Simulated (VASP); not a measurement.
# CaSe: single point with PBE

CaSe:

```xyz
2
Lattice="0.0000 3.3000 3.3000 3.3000 0.0000 3.3000 3.3000 3.3000 0.0000" Properties=species:S:1:pos:R:3 pbc="T T T"
Se    1.6500    1.6500    1.6500
Ca    0.0000    0.0000    0.0000
```

The cell comes from a database or a generator and needn't be the stable form of this composition.

```yaml
Program: VASP 6.6.1
Task: single point
Functional: PBE
Potentials_or_basis: VASP PAW PBE potentials, release 64 (Se, Ca_sv)
Cutoff: 520 eV
k_mesh: 7 × 7 × 7
Occupations: gaussian, width 0.05 eV
Spin: no spin polarisation
```

```
Pressure               : -0.1 GPa
Band gap on the k mesh : 3.15 eV, indirect (least direct gap 3.24 eV)
```

Levels at points of the mesh, in eV from the valence-band top:
```tsv
k point	band 6	band 7	band 8	band 9	band 10	band 11
(0.00, 0.00, 0.00)	-0.09	-0.09	-0.09	3.15	5.33	5.33
```

Wall time 16 s on 1 thread of Intel(R) Xeon(R) Platinum 8559C (Emerald Rapids) (shared host), peak memory 0.2 GiB.

Caveat: an odd mesh through Γ misses points on the zone boundary, where band edges often lie.
